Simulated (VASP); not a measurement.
## What goes wrong when ZnS (Sphalerite) is relaxed with a bad input

Aim: see how common mistakes in a VASP relaxation show up, on ZnS (Sphalerite). The starting structure is a measured crystal structure from the Crystallography Open Database. The first relaxation on each setting starts from this cell expanded by 3 % in volume.

Calculated with VASP 6.6.1; Kohn-Sham DFT with plane waves and PAW; PBEsol.

## 1. The structure

The structure is cubic, space group F-43m (No. 216). The conventional cell has a = 5.409 Å, b = 5.409 Å, c = 5.409 Å, α = 90.00°, β = 90.00°, γ = 90.00°. Zn has 4 S at 2.34 Å nearest. Nearest to S lie 4 Zn at 2.34 Å. Farther neighbours and most contacts between anions are not listed.

As a file:

```xyz
2
Lattice="0.0000 2.7046 2.7046 2.7046 0.0000 2.7046 2.7046 2.7046 0.0000" Properties=species:S:1:pos:R:3 pbc="T T T"
Zn    0.0000    0.0000    0.0000
S     4.0570    4.0570    4.0570
```

## 2. Reference relaxation

This run starts from the cell of an earlier relaxation, which isn't shown; the restart sets up the plane waves anew.

File INCAR:

```
SYSTEM = ZnS
PREC = Accurate
ENCUT = 450
EDIFF = 1E-06
NELM = 100
ISMEAR = 0
SIGMA = 0.03
LREAL = .FALSE.
ALGO = Normal
GGA = PS
NBANDS = 15
LORBIT = 11
LWAVE = .FALSE.
LCHARG = .FALSE.
KPAR = 4
IBRION = 2
NSW = 50
ISIF = 3
EDIFFG = -0.006
```

File POSCAR:

```
ZnS
1.0
    0.0000000000      2.6797879150      2.6797879150
    2.6797879150      0.0000000000      2.6797879150
    2.6797879150      2.6797879150      0.0000000000
Zn S
1 1
Direct
    0.0000000000      0.0000000000      0.0000000000
    0.7500000000      0.7500000000      0.7500000000
```

File KPOINTS:

```
Automatic mesh
0
Gamma
8 8 8
0 0 0
```

The projector-augmented-wave data sets are Zn and S (PBE family, release 64).

Command:

```bash
$ mpirun -np 4 vasp_std
```

Log:

```text
[banner, memory and clock lines left out]
running    4 mpi-ranks, on    1 nodes
 distrk:  each k-point on    1 cores,    4 groups
 distr:  one band on    1 cores,    1 groups

 POSCAR found type information on POSCAR ZnS
 POSCAR found :  2 types and       2 ions
|                                                                             |
|               ----> ADVICE to this user running VASP <----                  |
|                                                                             |
|     You enforced a specific xc type in the INCAR file but a different       |
|     [... a line on the potential file left out ...]
|     I HOPE YOU KNOW WHAT YOU ARE DOING!                                     |
|                                                                             |

 LDA part: xc-table for (Slater+PW92), standard interpolation
 POSCAR, INCAR and KPOINTS ok, starting setup
 FFT: planning ... GRIDC
 FFT: planning ... GRID_SOFT
 FFT: planning ... GRID
 WAVECAR not read
 entering main loop
       N       E                     dE             d eps       ncg     rms          rms(c)
DAV:   1     0.834595048394E+02    0.83460E+02   -0.84679E+03   870   0.133E+03
DAV:   2    -0.269508066501E+01   -0.86155E+02   -0.80721E+02   975   0.249E+02
DAV:   3    -0.794033982815E+01   -0.52453E+01   -0.52248E+01  1073   0.630E+01
DAV:   4    -0.799518292565E+01   -0.54843E-01   -0.54831E-01  1059   0.686E+00
DAV:   5    -0.799587006184E+01   -0.68714E-03   -0.68713E-03  1052   0.729E-01    0.699E+00
DAV:   6    -0.760945244341E+01    0.38642E+00   -0.84824E-01  1244   0.349E+01    0.544E+00
DAV:   7    -0.759002268390E+01    0.19430E-01   -0.25725E-01   982   0.527E+00    0.263E+00
DAV:   8    -0.758677517887E+01    0.32475E-02   -0.53144E-03  1186   0.965E-01    0.636E-01
DAV:   9    -0.758657968057E+01    0.19550E-03   -0.10153E-03  1024   0.285E-01    0.935E-02
DAV:  10    -0.758666306141E+01   -0.83381E-04   -0.16125E-04  1088   0.992E-02    0.275E-02
DAV:  11    -0.758665486047E+01    0.82009E-05   -0.27813E-05  1024   0.438E-02    0.607E-03
DAV:  12    -0.758665511544E+01   -0.25497E-06   -0.31808E-06  1038   0.176E-02
   1 F= -.75866551E+01 E0= -.75866551E+01  d E =-.758666E+01
 curvature:   0.00 expect dE= 0.000E+00 dE for cont linesearch  0.000E+00
 trial: gam= 0.00000 g(F)=  0.437E-45 g(S)=  0.178E-05 ort = 0.000E+00 (trialstep = 0.100E+01)
 search vector abs. value=  0.178E-05
 reached required accuracy - stopping structural energy minimisation
```

It took 5.2 s on 4 MPI ranks of AMD EPYC 7R43, shared host; peak memory 0.47 GiB.

Lines that name or quote the potential files are left out of all logs, and their timing lines are given in words.

Parts of OUTCAR (step 2):

```text
ion  position               nearest neighbor table
   1  0.000  0.000  0.000-   2 2.32   2 2.32   2 2.32   2 2.32
   2  0.750  0.750  0.750-   1 2.32   1 2.32   1 2.32   1 2.32

  LATTYP: Found a face centered cubic cell.
 ALAT       =     5.3595758300

 Subroutine GETGRP returns: Found 24 space group operations
 (whereof 24 operations were pure point group operations)

The static configuration has the point symmetry T_d .

 Found     29 irreducible k-points:

   k-points           NKPTS =     29   k-points in BZ     NKDIM =     29   number of bands    NBANDS=     15

   dimension x,y,z NGX =    28 NGY =   28 NGZ =   28
   dimension x,y,z NGXF=    56 NGYF=   56 NGZF=   56

   ENCUT  =  450.0 eV  33.07 Ry    5.75 a.u.   6.56  6.56  6.56*2*pi/ulx,y,z

   NELECT =      18.0000    total number of electrons

 k-points in reciprocal lattice and weights: Automatic mesh
   0.00000000  0.00000000  0.00000000       0.002
   0.12500000  0.00000000  0.00000000       0.016
   0.25000000  0.00000000  0.00000000       0.016
   0.37500000  0.00000000  0.00000000       0.016
   0.50000000  0.00000000  0.00000000       0.008
   0.12500000  0.12500000  0.00000000       0.012
   0.25000000  0.12500000  0.00000000       0.047
   0.37500000  0.12500000  0.00000000       0.047
   0.50000000  0.12500000  0.00000000       0.047
[...]
-0.37500000  0.50000000  0.12500000       0.023
  -0.25000000  0.50000000  0.25000000       0.012

 average (electrostatic) potential at core
       1 -35.9125       2 -88.5132

 E-fermi :   2.4112

 k-point     1 :       0.0000    0.0000    0.0000
  band No.  band energies     occupation
    ...
      5      -3.6994      2.00000
      6      -3.6994      2.00000
      7       2.2485      2.00000
      8       2.2485      2.00000
      9       2.2485      2.00000
     10       4.3323      0.00000
     11       8.5367      0.00000
     12       8.5367      0.00000
     13       8.5367      0.00000
     14      14.0126      0.00000
    ...

 k-point     2 :       0.1250    0.0000    0.0000
  band No.  band energies     occupation
    ...
      5      -3.7012      2.00000
      6      -3.7012      2.00000
      7       1.0883      2.00000
      8       2.0918      2.00000
      9       2.0918      2.00000
     10       5.1700      0.00000
     11       8.4488      0.00000
     12       8.8014      0.00000
     13       8.8014      0.00000
     14      13.3736      0.00000
    ...

 k-point     3 :       0.2500    0.0000    0.0000
  band No.  band energies     occupation
    ...
      5      -3.6979      2.00000
      6      -3.6979      2.00000
      7      -0.6880      2.00000
      8       1.7526      2.00000
      9       1.7526      2.00000
     10       5.6819      0.00000
     11       9.1306      0.00000
     12       9.1799      0.00000
     13       9.1799      0.00000
     14      13.1633      0.00000
    ...

  Total       -0.0049629     -0.0049629     -0.0049629     -0.0000000      0.0000000      0.0000000
  in kB       -0.2065924     -0.2065924     -0.2065924     -0.0000000      0.0000000      0.0000000
  external PRESSURE =      -0.2065924 kB  Pullay stress =       0.0000000 kB

  energy-cutoff  :      450.00
  volume of cell :       38.49
      direct lattice vectors                 reciprocal lattice vectors
     0.000000000  2.679787915  2.679787915    -0.186581930  0.186581930  0.186581930
     2.679787915  0.000000000  2.679787915     0.186581930 -0.186581930  0.186581930
     2.679787915  2.679787915  0.000000000     0.186581930  0.186581930 -0.186581930

 POSITION                                       TOTAL-FORCE (eV/Angst)
 -----------------------------------------------------------------------------------
      0.00000      0.00000      0.00000        -0.000000     -0.000000     -0.000000
      4.01968      4.01968      4.01968         0.000000      0.000000      0.000000
 -----------------------------------------------------------------------------------
    total drift:                               -0.000002     -0.000002     -0.000002

  FREE ENERGIE OF THE ION-ELECTRON SYSTEM (eV)
  ---------------------------------------------------
  free  energy   TOTEN  =        -7.5866551154 eV

  energy  without entropy=       -7.5866551154  energy(sigma->0) =       -7.58665512

 reached required accuracy - stopping structural energy minimisation

 total charge
# of ion       s       p       d       tot
------------------------------------------
    1        0.532   0.504   9.801  10.837
    2        1.309   2.422   0.000   3.730
--------------------------------------------------
tot          1.841   2.925   9.801  14.567

[... 3 further parts left out ...]
```

CONTCAR:

```
ZnS
   1.00000000000000
     0.0000000000000000    2.6797879149999999    2.6797879149999999
     2.6797879149999999    0.0000000000000000    2.6797879149999999
     2.6797879149999999    2.6797879149999999    0.0000000000000000
  Zn              S
     1     1
Direct
     0.0000000000000000    0.0000000000000000    0.0000000000000000
     0.7500000000000000    0.7500000000000000    0.7500000000000000
```

The PAW data sets were made with PBE, which is usual practice but a small mismatch for other functionals. The run keeps the 24 symmetry operations of its start, so it cannot find a distortion of lower symmetry.

The reference relaxation ends at 19.244 Å³ an atom. Pressures at 0.985 and 1.015 times this volume, from two more relaxations that aren't shown, give a bulk modulus of 78.8 GPa.

## 3. Relaxation with too few electronic steps

A slip made on purpose: too few electronic steps. Against step 2 the input has NELM = 4 (also changed: NSW).

Changes to INCAR since step 2:

```diff
@@ -4,3 +4,3 @@
 EDIFF = 1E-06
-NELM = 100
+NELM = 4
 ISMEAR = 0
@@ -16,3 +16,3 @@
 IBRION = 2
-NSW = 50
+NSW = 30
 ISIF = 3
```

File POSCAR:

```
ZnS
1.0
    0.0000000000      2.7314304545      2.7314304545
    2.7314304545      0.0000000000      2.7314304545
    2.7314304545      2.7314304545      0.0000000000
Zn S
1 1
Direct
    0.0000000000      0.0000000000      0.0000000000
    0.7500000000      0.7500000000      0.7500000000
```

KPOINTS is that of step 2.

Command:

```bash
$ mpirun -np 4 vasp_std
```

Log:

```text
[banner, memory and clock lines left out]
running    4 mpi-ranks, on    1 nodes
[...]
[... a notice as in an earlier step ...]

 LDA part: xc-table for (Slater+PW92), standard interpolation
 POSCAR, INCAR and KPOINTS ok, starting setup
[...]
entering main loop
       N       E                     dE             d eps       ncg     rms          rms(c)
DAV:   1     0.833321980926E+02    0.83332E+02   -0.83729E+03   870   0.129E+03
DAV:   2    -0.246539155271E+01   -0.85798E+02   -0.80825E+02   975   0.251E+02
DAV:   3    -0.790114050207E+01   -0.54357E+01   -0.54098E+01  1059   0.637E+01
DAV:   4    -0.796100384250E+01   -0.59863E-01   -0.59848E-01  1052   0.697E+00
|                                                                             |
|           W    W    AA    RRRRR   N    N  II  N    N   GGGG   !!!           |
|           W    W   A  A   R    R  NN   N  II  NN   N  G    G  !!!           |
|           W    W  A    A  R    R  N N  N  II  N N  N  G       !!!           |
[...]
1 F= -.79610038E+01 E0= -.79610038E+01  d E =-.796100E+01
[...]
N       E                     dE             d eps       ncg     rms          rms(c)
|                                                                             |
|     EEEEEEE  RRRRRR   RRRRRR   OOOOOOO  RRRRRR      ###     ###     ###     |
|     E        R     R  R     R  O     O  R     R     ###     ###     ###     |
|     E        R     R  R     R  O     O  R     R     ###     ###     ###     |
|     EEEEE    RRRRRR   RRRRRR   O     O  RRRRRR       #       #       #      |
|     E        R   R    R   R    O     O  R   R                               |
|     E        R    R   R    R   O     O  R    R      ###     ###     ###     |
|     EEEEEEE  R     R  R     R  OOOOOOO  R     R     ###     ###     ###     |
|                                                                             |
|     ERROR FEXCP: supplied Exchange-correletion table                        |
|      is too small, maximal index : 4307                                     |
|                                                                             |
|       ---->  I REFUSE TO CONTINUE WITH THIS SICK JOB ... BYE!!! <----       |
|                                                                             |

1
1
1
1
```

Wall time 6.6 s (4 MPI ranks).

VASP stopped with this message: “ERROR FEXCP: supplied Exchange-correletion table is too small, maximal index : 4307”.

## 4. Relaxation with a functional's name that the tag doesn't take

A slip made on purpose: a functional's name that the tag doesn't take. Against step 2 the input has GGA = PBESOL (also changed: NELM).

Changes to INCAR since step 3:

```diff
@@ -4,3 +4,3 @@
 EDIFF = 1E-06
-NELM = 4
+NELM = 60
 ISMEAR = 0
@@ -9,3 +9,3 @@
 ALGO = Normal
-GGA = PS
+GGA = PBESOL
 NBANDS = 15
@@ -16,3 +16,3 @@
 IBRION = 2
-NSW = 30
+NSW = 50
 ISIF = 3
```

POSCAR is that of step 3.

KPOINTS is that of step 3.

Command:

```bash
$ mpirun -np 4 vasp_std
```

Log:

```text
[banner, memory and clock lines left out]
running    4 mpi-ranks, on    1 nodes
[...]
|                                                                             |
|     EEEEEEE  RRRRRR   RRRRRR   OOOOOOO  RRRRRR      ###     ###     ###     |
|     E        R     R  R     R  O     O  R     R     ###     ###     ###     |
|     E        R     R  R     R  O     O  R     R     ###     ###     ###     |
|     EEEEE    RRRRRR   RRRRRR   O     O  RRRRRR       #       #       #      |
|     E        R   R    R   R    O     O  R   R                               |
|     E        R    R   R    R   O     O  R    R      ###     ###     ###     |
|     EEEEEEE  R     R  R     R  OOOOOOO  R     R     ###     ###     ###     |
|                                                                             |
|     Error: One of the selected functionals does not exist.                  |
|                                                                             |
|       ---->  I REFUSE TO CONTINUE WITH THIS SICK JOB ... BYE!!! <----       |
|                                                                             |

1
1
1
1
```

It took 3.8 s on 4 MPI ranks.

VASP stopped with this message: “Error: One of the selected functionals does not exist”.

[end of part 1 of 2]

[Lines on the potential files, build, host, timing and source positions are cut from VASP's logs without a mark.]

[Logs are printed without paths, hosts, clocks, repeated set-up lines and the standing remarks that a program may print on its own settings, such as how far it seeks lower states.]

[Hosts, paths, dates, database ids (printed as entryN), source tags and the programs' standing remarks are cut or masked in the printed files.]
